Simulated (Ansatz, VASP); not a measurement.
One calculation of Ta, two programs

```
Ta
1.0
     5.31216    0.00000    0.00000
     0.00000    5.31216    0.00000
     0.00000    0.00000    5.31216
Ta
8
Cartesian
  2.6561 2.6561 2.6561
  0.0000 0.0000 0.0000
  1.3280 0.0000 2.6561
  2.6561 1.3280 0.0000
  2.6561 3.9841 0.0000
  3.9841 0.0000 2.6561
  0.0000 2.6561 3.9841
  0.0000 2.6561 1.3280
```

Alike in both runs: functional PBE; k mesh 8 × 8 × 8; occupations gaussian, width 0.1 eV; no spin polarisation.

Ansatz relaxed the structure, and its values are those at the end. VASP's run is a single point on that final structure, the one shown.

|  | VASP | Ansatz |
| --- | --- | --- |
| version | VASP 6.6.1 | Ansatz 0.2.0 |
| potentials or method | VASP PAW PBE potentials, release 64 (Ta_pv) | scalar-relativistic, plane waves, PAW |
| plane-wave cutoff (eV) | 520 | 420 |
| valence electrons in the cell | 88 | 104 |

|  | VASP | Ansatz | Ansatz less VASP |
| --- | --- | --- | --- |
| gap on the k mesh at the Fermi level (eV) | none | none | - |
| pressure (GPa) | 0.0 | 0.0 | -0.08 |

A gap of «none» marks a metal or a gap that the smearing closes. The functional is the same, so the differences come from potentials, cutoffs and numerics. The two sets of potentials don't hold the same shells in valence.

Spin-orbit coupling is left out, which matters for the levels of Ta.
